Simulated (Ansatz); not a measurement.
NaBr:
```
CELL_PARAMETERS angstrom
      0.00000     2.97373     2.97373
      2.97373     0.00000     2.97373
      2.97373     2.97373     0.00000
ATOMIC_POSITIONS crystal
  Na 0.00000 0.00000 0.00000
  Br 0.50000 0.50000 0.50000
```

Cartesian axes are those of the cell as given.

Problem. Give the high-frequency dielectric tensor and the Born effective charge tensors of the independent atoms from DFPT, r²SCAN in the plane-wave PAW code Ansatz.

Solution. 
ε∞:
```
2.72  0.00  0.00
0.00  2.72  0.00
0.00  0.00  2.72
```
Z* of atom 1 (Na), rows: field, columns: displacement, in e:
```
1.11  0.00  0.00
0.00  1.11  0.00
0.00  0.00  1.11
```
Z* of atom 2 (Br), rows: field, columns: displacement, in e:
```
-1.11   0.00   0.00
 0.00  -1.11   0.00
 0.00   0.00  -1.11
```

Static charges for comparison (Bader): Na1 +0.88, Br2 -0.88 e. Born charges measure polarisation by displacement and can exceed these by far.

Space group Fm-3m (rock salt). Symmetry was held in the r²SCAN relaxation; phonons on a q-mesh show no instability. Spin–orbit coupling is left out wherever it is not named.

Potentials: the later of the program's two PAW sets.
